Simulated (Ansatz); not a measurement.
Crystal: MgB2.

```
Mg B
1.0
     3.08500    0.00000    0.00000
    -1.54250    2.67169    0.00000
     0.00000    0.00000    3.52300
Mg B
1 2
Direct
  0.00000 0.00000 0.00000
  0.66667 0.33333 0.50000
  0.33333 0.66667 0.50000
```

```yaml
Program: Ansatz 0.2.0
Task: relaxation of cell and atoms
Functional: LDA
Dispersion: D3(BJ)
Potentials_or_basis: Ansatz PAW
Cutoff: "420 eV (not typed: the program's choice for these potentials)"
k_mesh: 10 × 10 × 8
Occupations: tetrahedron
Spin: no spin polarisation
```

At the start: volume 9.68 Å³/atom.

**Question.** Where does the relaxation end?

**Answer.** It ends after 8 steps and the volume is 8.89 Å³/atom (-8.2 %); space group P6/mmm (No. 191, to 0.05 Å).

Step by step:
```tsv
step	energy change (eV)	largest force (eV/Å)	volume (Å³)
1	0.0000	0.0000	29.04
2	-0.0886	0.0000	27.39
3	-0.0998	0.0000	26.59
4	-0.1001	0.0000	26.67
5	-0.1001	0.0000	26.67
6	-0.0980	0.0000	26.67
7	-0.0980	0.0000	26.66
8	-0.0980	0.0000	26.66
```

Final structure:
```
Mg B
1.0
     3.00730    0.00000    0.00000
    -1.50365    2.60440    0.00000
     0.00000    0.00000    3.40369
Mg B
1 2
Direct
  0.00000 0.00000 0.00000
  0.66667 0.33333 0.50000
  0.33333 0.66667 0.50000
```

Caveat: the plane-wave basis is chosen anew once the cell has moved, so the energies of steps on either side of that aren't comparable; pairwise dispersion overbinds metals, which lowers pressure and volume; the PAW data sets come from PBE, with cores solved anew for the run's functional, which leaves a small shift of forces and pressure; with tetrahedron occupations forces and stress needn't match the slope of the energy; the dispersion damping was fitted for another functional or another form of the correction.
